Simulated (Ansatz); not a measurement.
# Preparing CdS (P6_3mc) as a host crystal, part 3 of 3

Before any defect goes in: CdS (P6_3mc) at rest, and how it screens a charge.

Ansatz 0.2.0; plane-wave PAW DFT, r2SCAN; relaxation of the host's cell and atoms; PAW set soft_1 (the session's first sound run).

So far. Step 3 (Dielectric tensors of the host): The principal values of the electronic dielectric tensor are 6.29, 6.29 and 6.38. The principal values of the static dielectric tensor are 9.82, 9.82 and 10.49.

## Step 7: Defect free supercell relaxed from displaced atoms

This step: plane-wave PAW DFT, r2SCAN; relaxation of the defect-free supercell from random displacements, a test of the host's stability; PAW set soft_1 (Ansatz 0.2.0).

The input, pristine.rattled/input.yaml:

```yaml
crystal:
  lattice:
    - [12.4916781419, -8.65e-08, 0.0]
    - [-6.245838996, 10.81811065, 0.0]
    - [0.0, 0.0, 13.5350159308]
  atoms:
    - { symbol: Cd, position: [0.2222222222, 0.1111111111, 0.2500526124] }
    - { symbol: Cd, position: [0.1111111111, 0.2222222222, 5.26124e-05] }
    - { symbol: S, position: [0.2222222222, 0.1111111111, 0.4384473876] }
    - { symbol: S, position: [0.1111111111, 0.2222222222, 0.1884473876] }
    - { symbol: Cd, position: [0.2222222222, 0.1111111111, 0.7500526124] }
    - { symbol: Cd, position: [0.1111111111, 0.2222222222, 0.5000526124] }
    - { symbol: S, position: [0.2222222222, 0.1111111111, 0.9384473876] }
    - { symbol: S, position: [0.1111111111, 0.2222222222, 0.6884473876] }
    - { symbol: Cd, position: [0.2222222222, 0.4444444444, 0.2500526124] }
    - { symbol: Cd, position: [0.1111111111, 0.5555555556, 5.26124e-05] }
    - { symbol: S, position: [0.2222222222, 0.4444444444, 0.4384473876] }
    - { symbol: S, position: [0.1111111111, 0.5555555556, 0.1884473876] }
    - { symbol: Cd, position: [0.2222222222, 0.4444444444, 0.7500526124] }
    - { symbol: Cd, position: [0.1111111111, 0.5555555556, 0.5000526124] }
    - { symbol: S, position: [0.2222222222, 0.4444444444, 0.9384473876] }
    - { symbol: S, position: [0.1111111111, 0.5555555556, 0.6884473876] }
    - { symbol: Cd, position: [0.2222222222, 0.7777777778, 0.2500526124] }
    - { symbol: Cd, position: [0.1111111111, 0.8888888889, 5.26124e-05] }
    - { symbol: S, position: [0.2222222222, 0.7777777778, 0.4384473876] }
    - { symbol: S, position: [0.1111111111, 0.8888888889, 0.1884473876] }
    - { symbol: Cd, position: [0.2222222222, 0.7777777778, 0.7500526124] }
    - { symbol: Cd, position: [0.1111111111, 0.8888888889, 0.5000526124] }
    - { symbol: S, position: [0.2222222222, 0.7777777778, 0.9384473876] }
    - { symbol: S, position: [0.1111111111, 0.8888888889, 0.6884473876] }
    - { symbol: Cd, position: [0.5555555556, 0.1111111111, 0.2500526124] }
    - { symbol: Cd, position: [0.4444444444, 0.2222222222, 5.26124e-05] }
    - { symbol: S, position: [0.5555555556, 0.1111111111, 0.4384473876] }
    - { symbol: S, position: [0.4444444444, 0.2222222222, 0.1884473876] }
    - { symbol: Cd, position: [0.5555555556, 0.1111111111, 0.7500526124] }
    - { symbol: Cd, position: [0.4444444444, 0.2222222222, 0.5000526124] }
    - { symbol: S, position: [0.5555555556, 0.1111111111, 0.9384473876] }
    - { symbol: S, position: [0.4444444444, 0.2222222222, 0.6884473876] }
    - { symbol: Cd, position: [0.5555555556, 0.4444444444, 0.2500526124] }
    - { symbol: Cd, position: [0.4444444444, 0.5555555556, 5.26124e-05] }
    - { symbol: S, position: [0.5555555556, 0.4444444444, 0.4384473876] }
    - { symbol: S, position: [0.4444444444, 0.5555555556, 0.1884473876] }
    - { symbol: Cd, position: [0.5555555556, 0.4444444444, 0.7500526124] }
    - { symbol: Cd, position: [0.4444444444, 0.5555555556, 0.5000526124] }
    - { symbol: S, position: [0.5555555556, 0.4444444444, 0.9384473876] }
    - { symbol: S, position: [0.4444444444, 0.5555555556, 0.6884473876] }
    - { symbol: Cd, position: [0.5555555556, 0.7777777778, 0.2500526124] }
    - { symbol: Cd, position: [0.4444444444, 0.8888888889, 5.26124e-05] }
    - { symbol: S, position: [0.5555555556, 0.7777777778, 0.4384473876] }
    - { symbol: S, position: [0.4444444444, 0.8888888889, 0.1884473876] }
    - { symbol: Cd, position: [0.5555555556, 0.7777777778, 0.7500526124] }
    - { symbol: Cd, position: [0.4444444444, 0.8888888889, 0.5000526124] }
    - { symbol: S, position: [0.5555555556, 0.7777777778, 0.9384473876] }
    - { symbol: S, position: [0.4444444444, 0.8888888889, 0.6884473876] }
    - { symbol: Cd, position: [0.8888888889, 0.1111111111, 0.2500526124] }
    - { symbol: Cd, position: [0.7777777778, 0.2222222222, 5.26124e-05] }
    - { symbol: S, position: [0.8888888889, 0.1111111111, 0.4384473876] }
    - { symbol: S, position: [0.7777777778, 0.2222222222, 0.1884473876] }
    - { symbol: Cd, position: [0.8888888889, 0.1111111111, 0.7500526124] }
    - { symbol: Cd, position: [0.7777777778, 0.2222222222, 0.5000526124] }
    - { symbol: S, position: [0.8888888889, 0.1111111111, 0.9384473876] }
    - { symbol: S, position: [0.7777777778, 0.2222222222, 0.6884473876] }
    - { symbol: Cd, position: [0.8888888889, 0.4444444444, 0.2500526124] }
    - { symbol: Cd, position: [0.7777777778, 0.5555555556, 5.26124e-05] }
    - { symbol: S, position: [0.8888888889, 0.4444444444, 0.4384473876] }
    - { symbol: S, position: [0.7777777778, 0.5555555556, 0.1884473876] }
    - { symbol: Cd, position: [0.8888888889, 0.4444444444, 0.7500526124] }
    - { symbol: Cd, position: [0.7777777778, 0.5555555556, 0.5000526124] }
    - { symbol: S, position: [0.8888888889, 0.4444444444, 0.9384473876] }
    - { symbol: S, position: [0.7777777778, 0.5555555556, 0.6884473876] }
    - { symbol: Cd, position: [0.8888888889, 0.7777777778, 0.2500526124] }
    - { symbol: Cd, position: [0.7777777778, 0.8888888889, 5.26124e-05] }
    - { symbol: S, position: [0.8888888889, 0.7777777778, 0.4384473876] }
    - { symbol: S, position: [0.7777777778, 0.8888888889, 0.1884473876] }
    - { symbol: Cd, position: [0.8888888889, 0.7777777778, 0.7500526124] }
    - { symbol: Cd, position: [0.7777777778, 0.8888888889, 0.5000526124] }
    - { symbol: S, position: [0.8888888889, 0.7777777778, 0.9384473876] }
    - { symbol: S, position: [0.7777777778, 0.8888888889, 0.6884473876] }
basis:
  ecutwfc: 500
  xc_grid: 2
hamiltonian:
  xc: r2scan
  pseudopotentials: { kind: paw, azcp: { folder: soft_1 } }
kpoints:
  mp_grid: { grid: [1, 1, 1], shift: [0.25, 0.25, 0.25] }
scf:
  occupations: { method: fermi_dirac, width: 0.01 }
  max_iter: 80
output:
  forces: true
relax:
  f_tol: 0.01
  max_steps: 120
  random_displacement: { amplitude: 0.08, seed: 5975 }
checkpoint:
  write: "../pristine.rattled.run"
  compress: false
  write_wavefunctions: false
  write_every: 100000
```

On the command line:

```bash
$ ansatz run input.yaml --threads 32 --pin off --max-ram 56524MiB --backend cuda --events-out ev --progress --plain --runs-dir out --max-vram 78GiB
```

Numbers of over 12 decimals in the logs are rounded to 6 here.

What it wrote:

```text
[...]
Crystal: 72 atoms, lattice volume = 1829.073 Å³
Basis set: ecut = 500 eV, 46549 PW (Γ), exchange–correlation on 192×192×200 points (8 copies of the dense FFT grid, shifted against one another)
Bands: 562, of which v1, the nominal top of the filled ones, is band 468 counted from 1 (467 counted from 0)
Symmetry: 1 space group operations
k-points: 1
[...]
SCF iter   2: F=—  HF=-330322.630813 eV  |F-HF|=—  |Δ(HF+E_count)|=   4.23e-1  Δρ=1.57e-2  dr2=3.56e0  dr2_τ=3.19e-1  ethr=1.48e-3  ⟨swp⟩=5.0  Hψ=1219  notcnv=0
[...]
SCF iter   4: F=—  HF=-330323.499641 eV  |F-HF|=—  |Δ(HF+E_count)|=   6.36e-2  Δρ=9.16e-4  dr2=1.52e-2  dr2_τ=8.45e-4  ethr=4.19e-5  ⟨swp⟩=3.0  Hψ=1112  notcnv=0  defer=70
[...]
SCF 1 converged in 8 iterations: F = -330323.523819 eV  dr2 = 7.88e-7
[...]
relax step   1: F+E_penalty+E_count = -330323.52381868 eV  Δ(F+E_penalty+E_count) = +0.000e0 eV  max|allowed force component| = 9.946e-1 eV/Å  Δτ_max = 0.0000 Å  (8 SCF iters, dr2 threshold 2.50e-6 eV, accepted)
[...]
relax step   2: F+E_penalty+E_count = -330324.95890287 eV  Δ(F+E_penalty+E_count) = -1.435e0 eV  max|allowed force component| = 2.170e-1 eV/Å  Δτ_max = 0.1440 Å  (6 SCF iters, dr2 threshold 6.18e-5 eV, accepted)
relax step   3: F+E_penalty+E_count = -330325.10453834 eV  Δ(F+E_penalty+E_count) = -1.456e-1 eV  max|allowed force component| = 1.176e-2 eV/Å  Δτ_max = 0.0777 Å  (7 SCF iters, dr2 threshold 2.94e-6 eV, accepted)
relax step   4: F+E_penalty+E_count = -330325.10204164 eV  Δ(F+E_penalty+E_count) = +2.497e-3 eV  max|allowed force component| = 2.831e-2 eV/Å  Δτ_max = 0.0216 Å  (8 SCF iters, rejected (line search))
[...]
SCF 5 converged in 7 iterations: F = -330325.105468 eV  dr2 = 8.28e-8
relax step   5: F+E_penalty+E_count = -330325.10546827 eV  Δ(F+E_penalty+E_count) = -9.299e-4 eV  max|allowed force component| = 4.684e-3 eV/Å  Δτ_max = 0.0103 Å  (7 SCF iters, accepted)
[...]
SCF 6 converged in 2 iterations: F = -330325.105468 eV  dr2 = 3.13e-8
SCF converged after 2 iterations
[...]
- { symbol: S, position: [0.111165, 0.555034, 0.688242] }
    - { symbol: Cd, position: [0.222463, 0.776987, 0.249647] }
    - { symbol: Cd, position: [0.110415, 0.888956, -0.000313] }
    - { symbol: S, position: [0.221776, 0.777777, 0.438312] }
    - { symbol: S, position: [0.111122, 0.888293, 0.188362] }
    - { symbol: Cd, position: [0.222523, 0.777040, 0.749607] }
    - { symbol: Cd, position: [0.110490, 0.889111, 0.499603] }
    - { symbol: S, position: [0.221734, 0.777733, 0.938288] }
    - { symbol: S, position: [0.111147, 0.888285, 0.688311] }
    - { symbol: Cd, position: [0.555712, 0.110289, 0.249662] }
    - { symbol: Cd, position: [0.443900, 0.222421, -0.000406] }
    - { symbol: S, position: [0.555001, 0.111005, 0.438345] }
    - { symbol: S, position: [0.444536, 0.221648, 0.188263] }
    - { symbol: Cd, position: [0.555857, 0.110432, 0.749567] }
    - { symbol: Cd, position: [0.443773, 0.222340, 0.499628] }
    - { symbol: S, position: [0.555055, 0.110989, 0.938260] }
    - { symbol: S, position: [0.444516, 0.221738, 0.688315] }
    - { symbol: Cd, position: [0.555811, 0.443655, 0.249679] }
    - { symbol: Cd, position: [0.443732, 0.555567, -0.000284] }
    - { symbol: S, position: [0.555173, 0.444422, 0.438336] }
    - { symbol: S, position: [0.444424, 0.554887, 0.188370] }
    - { symbol: Cd, position: [0.555894, 0.443783, 0.749596] }
    - { symbol: Cd, position: [0.443821, 0.555665, 0.499561] }
    - { symbol: S, position: [0.555173, 0.444448, 0.938289] }
    - { symbol: S, position: [0.444434, 0.554925, 0.688266] }
    - { symbol: Cd, position: [0.555770, 0.777021, 0.249493] }
    - { symbol: Cd, position: [0.443771, 0.888953, -0.000423] }
    - { symbol: S, position: [0.555034, 0.777682, 0.438205] }
    - { symbol: S, position: [0.444438, 0.888310, 0.188274] }
    - { symbol: Cd, position: [0.555767, 0.776909, 0.749668] }
    - { symbol: Cd, position: [0.443781, 0.888934, 0.499670] }
    - { symbol: S, position: [0.555059, 0.777620, 0.938326] }
    - { symbol: S, position: [0.444572, 0.888322, 0.688351] }
    - { symbol: Cd, position: [0.889049, 0.110301, 0.249701] }
    - { symbol: Cd, position: [0.777052, 0.222294, -0.000307] }
    - { symbol: S, position: [0.888474, 0.111072, 0.438337] }
    - { symbol: S, position: [0.777727, 0.221617, 0.188317] }
    - { symbol: Cd, position: [0.889098, 0.110411, 0.749614] }
    - { symbol: Cd, position: [0.777083, 0.222420, 0.499527] }
    - { symbol: S, position: [0.888443, 0.111101, 0.938299] }
    - { symbol: S, position: [0.777825, 0.221681, 0.688230] }
    - { symbol: Cd, position: [0.889170, 0.443722, 0.249494] }
    - { symbol: Cd, position: [0.777179, 0.555783, -0.000350] }
    - { symbol: S, position: [0.888392, 0.444417, 0.438248] }
    - { symbol: S, position: [0.777836, 0.555027, 0.188336] }
    - { symbol: Cd, position: [0.889246, 0.443686, 0.749721] }
    - { symbol: Cd, position: [0.777234, 0.555757, 0.499749] }
    - { symbol: S, position: [0.888380, 0.444355, 0.938338] }
    - { symbol: S, position: [0.777968, 0.555035, 0.688398] }
    - { symbol: Cd, position: [0.889094, 0.777025, 0.249715] }
    - { symbol: Cd, position: [0.777115, 0.889079, -0.000406] }
    - { symbol: S, position: [0.888431, 0.777772, 0.438370] }
    - { symbol: S, position: [0.777818, 0.888332, 0.188292] }
    - { symbol: Cd, position: [0.889180, 0.777137, 0.749636] }
    - { symbol: Cd, position: [0.777020, 0.889069, 0.499643] }
    - { symbol: S, position: [0.888411, 0.777751, 0.938324] }
    - { symbol: S, position: [0.777804, 0.888378, 0.688274] }
```

Run time: 7.1 s. Hardware: 1 × NVIDIA GB200 with 32 threads of Arm Neoverse V2, shared host; peak memory 1.5 GiB.

The steps of the relaxation:

```tsv
step	energy less that of the first step (eV)	largest force component (eV/Å)
1	0.0000	0.9946
2	-1.4351	0.2170
3	-1.5807	0.0118
4	-1.5782	0.0283
5	-1.5816	0.0047
```

Relaxation step 4 was tried and not accepted.

The atoms that moved most (Å, from the sites as typed, ahead of the random displacement, the mean shift of all atoms taken out):

```tsv
atom	dx	dy	dz	length
Cd70	-0.010	0.005	-0.002	0.011
Cd54	-0.009	0.006	-0.003	0.011
Cd14	-0.009	0.005	-0.003	0.011
Cd5	0.010	-0.005	-0.001	0.011
Cd61	0.010	-0.005	-0.001	0.011
Cd45	0.009	-0.006	-0.001	0.011
Cd66	-0.009	0.005	-0.002	0.011
Cd22	-0.009	0.006	-0.002	0.011
```

The relaxation ends 22 meV an atom lower than the displaced start, with a largest force component of 0.0047 eV/Å.

## Step 8: Results

| Item | Value |
| --- | --- |
| primitive cell vectors, lengths | 4.164, 4.164, 6.768 Å |
| electronic dielectric constant | principal values (6.29, 6.29, 6.38) |
| static dielectric constant | principal values (9.82, 9.82, 10.49) |
| gap on the k-mesh of the response run (PBEsol) | 1.03 eV |
| supercell relaxed in its symmetry less the displaced and relaxed one | 0.001 eV |
| energy an atom at one point at (¼, ¼, ¼) less that on the dense mesh | -0.011 eV |

**Reading.** Step 7: The energy fell by 1.582 eV from the randomly displaced start; against the sites as typed, Cd70 ends farthest off, by 0.01 Å, once the mean shift is taken out. The displaced cell ends within 0.01 eV of the symmetric one relaxed in its symmetry, so no lower structure shows in this supercell. The k-mesh can miss the band edges, so this gap is an upper bound at this level. All at zero temperature.

[Logs are printed without paths, hosts, clocks, repeated set-up lines and the standing remarks that a program may print on its own settings, such as how far it seeks lower states.]

[Hosts, paths, dates, database ids (printed as entryN), source tags and the programs' standing remarks are cut or masked in the printed files.]

[Runs of the host that timed out are not shown.]

[For some hosts the program warned that the k-mesh of the response run may be too coarse for force constants and the static dielectric constant; such warnings are not always shown.]

[The program warned that the k-mesh of a response run behind this text may be too coarse: force constants, and the static dielectric constant and all else formed from them, are not shown converged.]
